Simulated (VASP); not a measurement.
# GaAs: core levels, initial state, 5 variants

GaAs, F-43m (no. 216), 2 atoms in the cell. PBE, core levels, initial state; PAW potentials As, Ga_d (PBE set).

| Cell | Core level of the first element (eV) | Core level of the second element (eV) | Time (s) |
|---|---|---|---|
| strain = -0.02 | 35.01 | 1094.27 | 9.0 |
| strain = -0.01 | 34.97 | 1094.21 | 8.6 |
| as given | 34.93 | 1094.16 | 6.3 |
| strain = 0.01 | 34.94 | 1094.17 | 8.5 |
| strain = 0.02 | 34.96 | 1094.17 | 8.2 |

Limits: Levels are depths of As 3d, Ga 2p below the valence top, elements in the POSCAR's order.

## Input of the first row

INCAR:
```
GGA = PE
PREC = Accurate
ENCUT = 450
EDIFF = 1E-7
LREAL = False
LASPH = True
ALGO = Normal
NELM = 120
LWAVE = False
LCHARG = False
ISMEAR = 0
SIGMA = 0.02
KPAR = 2
ICORELEVEL = 1
```

KPOINTS:
```
k-points
0
Gamma
  7 7 7
```

POSCAR:
```
GaAs
1.0
    0.0000000000      2.8268500000      2.7703130000
    2.8268500000      0.0000000000      2.7703130000
    2.8268500000      2.8268500000      0.0000000000
As Ga
1 1
Direct
    0.7500000000      0.7500000000      0.7500000000
    0.0000000000      0.0000000000      0.0000000000
```

Commands:
```
cat potpaw_PBE.64/As/POTCAR potpaw_PBE.64/Ga_d/POTCAR > POTCAR
mpirun -np 2 vasp_std > vasp.out
```

VASP 6.6.1 took 9.0 s on 2 cores (Intel Xeon Platinum 8559C (Emerald Rapids)), a shared host.
